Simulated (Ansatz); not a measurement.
Al2O3:

```
Al O
1.0
     4.61378    0.00000    0.00000
     0.00000    9.56328    0.00000
     0.00000    0.00000    3.11986
Al O
4 6
Cartesian
  4.5352 7.8856 0.0000
  0.0785 1.6777 0.0000
  2.2283 6.4593 1.5599
  2.3854 3.1040 1.5599
  2.3069 4.7816 1.5599
  0.5704 7.2016 1.5599
  1.7365 2.4200 0.0000
  2.8773 7.1433 0.0000
  0.0000 0.0000 0.0000
  4.0434 2.3617 1.5599
```

Measurements of this composition are mostly on another form, of space group No. 167.

Base run:

```yaml
Program: Ansatz 0.2.0
Functional: RPBE
Potentials_or_basis: Ansatz PAW
Cutoff: "420 eV (not typed: the program's choice for these potentials)"
k_mesh: 5 × 3 × 7
Occupations: fermi-dirac, width 0.05 eV
Spin: no spin polarisation
```

Its results: band gap on the k mesh 3.69 eV, direct; pressure 3.0 GPa; largest force 0.218 eV/Å.

Task: After a change of settings the same cell gave: band gap on the k mesh 3.36 eV, direct; pressure -6.5 GPa; largest force 0.203 eV/Å. Which change was it?
A. functional from RPBE to PBEsol
B. functional from RPBE to revPBE
C. functional from RPBE to BLYP
D. functional from RPBE to LDA

Result: D.

LDA binds more tightly than RPBE, so the same cell stands under less pressure.

Caveats: the PAW data sets come from PBE, with cores solved anew for the run's functional, which leaves a small shift of forces and pressure.

Runs at the PBE level aren't shown here.
